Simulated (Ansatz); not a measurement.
Ni in Ansatz: the effect of fixed moment

The system is Ni.

```
Ni
1.0
     2.44802    0.00000    0.00000
    -1.22401    2.12005    0.00000
     0.00000    0.00000    4.07281
Ni
2
Direct
  0.66667 0.33333 0.75000
  0.33333 0.66667 0.25000
```

This isn't the form of Ni at room conditions, which is fcc.

Alike in all runs:

* Program: Ansatz 0.2.0
* Task: single point
* Functional: PBE
* Potentials or basis: all-electron LAPW, scalar-relativistic
* Cutoff: 323 eV (chosen from the basis error)
* Basis error allowed: 0.001 eV/atom
* k mesh: 12 × 12 × 7
* Occupations: fermi-dirac, width 0.05 eV

One run gave: energy over the lowest run 87.2 meV/atom. Which fixed moment did it use?
A. 2
B. 2.4
C. 0
D. 0.5
E. 1

A.

```csv
fixed moment,spin,starting moments,energy over the lowest run (meV/atom)
0,"collinear spin, program default start, total moment locked",-,46.8
0.5,"collinear spin, ferromagnetic start","[0.25, 0.25] μB",37.7
1,"collinear spin, ferromagnetic start","[0.5, 0.5] μB",3.4
1.5,"collinear spin, ferromagnetic start","[0.75, 0.75] μB",0.0
2,"collinear spin, ferromagnetic start","[1.0, 1.0] μB",87.2
2.4,"collinear spin, ferromagnetic start","[1.2, 1.2] μB",213.7
```

Caveats: the total moment is fixed, so each spin has its own Fermi level.
